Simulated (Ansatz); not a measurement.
**Se: all-electron results**

```xyz
3
Lattice="4.3662 0.0000 0.0000 -2.1831 3.7812 0.0000 0.0000 0.0000 4.9536" Properties=species:S:1:pos:R:3 pbc="T T T"
Se    0.9841    0.0000    1.6512
Se   -0.4921    0.8523    3.3024
Se    1.6910    2.9289    0.0000
```

Atom numbers follow the list: Se1, Se2, Se3.

The cell is COD entry 9012501, as deposited and not checked against the literature; nothing was relaxed.

Theory: Ansatz 0.2.0, DFT, PBEsol, all-electron LAPW, scalar-relativistic.

Numerical set-up: a Γ-centred 6×6×5 k mesh, Fermi–Dirac smearing of 0.03 eV, basis error target 1 meV/atom, no spin polarisation.

* Band gap: 0.98 eV, indirect from L (0.5, 0, 0.5) to H (0.333, 0.333, 0.5)
* Largest force: 0.281 eV/Å on Se1
* Volume per atom: 27.26 Å³

(1) Predict this quantity. Stress xx, yy, zz (compression positive).

(2) Smallest direct gap on the path: what does the calculation give?

(3) Pressure at this cell: what does the calculation give?

## Answers

(1) -0.30, -0.30, 1.11 GPa.

(2) 1.17 eV.

(3) 0.17 GPa.
